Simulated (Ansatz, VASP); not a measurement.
Zr in VASP and in Ansatz

```
CELL_PARAMETERS angstrom
3.20484 0.00000 0.00000
-1.60242 2.77547 0.00000
0.00000 0.00000 5.10375
ATOMIC_POSITIONS crystal
Zr 0.33333 0.66667 0.25000
Zr 0.66667 0.33333 0.75000
```

Change from the starting cell: volume scaled by 0.975.

Alike in both runs: task single point; functional PBE; k mesh 13 × 13 × 7; occupations fermi-dirac, width 0.08 eV; no spin polarisation.

|  | VASP | Ansatz |
| --- | --- | --- |
| version | VASP 6.6.1 | Ansatz 0.2.0 |
| potentials or method | VASP PAW PBE potentials, release 64 (Zr_sv), cutoff 520 eV | all-electron LAPW, scalar-relativistic |

VASP gave:

```
pressure (GPa)                                  : 3.0
largest component of the traceless stress (GPa) : 0.59
```

Question: What did Ansatz give for the same quantities?

Answer: Pressure (GPa): 3.0; largest component of the traceless stress (GPa): 0.60.

Ansatz ran all-electron here, so the differences hold the error of VASP's frozen core and of both bases.
